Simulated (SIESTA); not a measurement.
Ge under changes of volume

One of the cells (19.395 Å³/atom); the others are scaled copies at fixed shape and fractional positions:

```xyz
2
Lattice="-2.5124 2.6684 1.4465 2.5124 -2.6684 1.4465 2.5124 2.6684 -1.4465" Properties=species:S:1:pos:R:3 pbc="T T T"
Ge    0.0000    1.3342    0.1853
Ge    2.5124    1.3342    1.2612
```

This isn't the form of Ge at room conditions, which is diamond.

* Program: SIESTA 5.4.2
* Functional: PBEsol
* Potentials or basis: PseudoDojo 0.4 standard (PBEsol files)
* Basis: DZP (energy shift 0.003 Ry; two zetas on semicore shells)
* Grid cutoff: 800 Ry
* Energy shift: 0.003 Ry
* k mesh: 11 × 11 × 11
* Occupations: fermi-dirac, width 0.05 eV
* Spin: no spin polarisation

| volume (Å³/atom) | energy over the lowest point (meV/atom) | pressure (GPa) | largest force (eV/Å) |
| --- | --- | --- | --- |
| 17.874 | 10.33 | 3.9 | 0.041 |
| 18.254 | 3.13 | 2.2 | 0.052 |
| 18.634 | 0.00 | 0.5 | 0.075 |
| 19.395 | 4.18 | -2.2 | 0.063 |
| 19.775 | 10.98 | -3.3 | 0.086 |
| 20.155 | ? | ? | ? |

What does the run at 20.155 Å³/atom give?

Energy over the lowest point 19.96 meV/atom; pressure -4.2 GPa; largest force 0.081 eV/Å.

Worked out: A Birch-Murnaghan fit of order 3 (a polynomial in V^(-2/3)) to the other rows has its minimum at 18.77 Å³/atom with B0 = V·E''(V) = 73 GPa and B' = 3.6 at fixed shape and positions, which overstates the stiffness. It gives 20.50 meV/atom at 20.155 Å³/atom, against the run's 19.96, and -dE/dV = -4.6 GPa, against -4.2.

Energies are extrapolated to zero smearing.

Caveats: the basis of atomic orbitals isn't converged, which shifts pressures, moduli and gaps.
